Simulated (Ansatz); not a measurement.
Structure: a 5-atom cell of BaTiO₃ (Amm2) from a materials database, at its r2SCAN minimum. The symmetry is Amm2 (No. 38, orthorhombic); conventional cell a = 3.963 Å, b = 5.716 Å, c = 5.748 Å, 13.02 Å³ an atom. Ba is surrounded by 12 O at 2.77–2.98 Å; Ti is surrounded by 6 O at 1.85–2.21 Å; O is surrounded by 2 Ti at 1.85–2.21 Å and 4 Ba at 2.80–2.88 Å; O is surrounded by 2 Ti at 1.99 Å and 4 Ba at 2.77–2.98 Å.

The questions ask for values computed with Ansatz on this geometry. Non-magnetic throughout; all numbers are computed.

**Question.** Is there a gap with r2SCAN, and of what kind?

**Answer.** With r2SCAN the valence top lies at T and the conduction bottom at Γ, 2.66 eV higher; the smallest vertical gap, at Γ, is 3.10 eV.

**Question.** What does PBE give for the gap (6×6×6 mesh)?

**Answer.** The PBE gap is indirect, 2.29 eV (T to Γ), below the direct gap of 2.71 eV at Γ. The gap differs by -0.37 eV from r2SCAN's.

**Question.** What does PBE+SOC give for the gap (6×6×6 mesh)?

**Answer.** PBE+SOC gives an indirect gap of 2.29 eV, from A₀ to Γ; the least direct gap is 2.69 eV at Γ. Spin-orbit coupling itself accounts for 0.00 eV. The gap differs by -0.37 eV from r2SCAN's.

**Question.** What does HSE06 give for the gap (4×4×4 mesh)?

**Answer.** HSE06 gives an indirect gap of 3.74 eV, from T to Γ; the least direct gap is 4.19 eV at Γ. The gap differs by +1.08 eV from r2SCAN's.

**Question.** How does the gap change from r2SCAN to PBE0 (4×4×4)?

**Answer.** The PBE0 gap is indirect, 4.50 eV (T to Γ), below the direct gap of 4.93 eV at Γ. The gap differs by +1.84 eV from r2SCAN's.

**Question.** Relaxed again with PBEsol, is the cell stable at the zone centre, and where do its optical modes lie?

**Answer.** One optical level at Γ is imaginary (75i cm⁻¹, printed negative): the cell isn't a minimum and would distort.

Only the levels marked +SOC include spin-orbit coupling.

The meshes of the hybrids are coarse, so their gaps aren't converged to the digits shown.
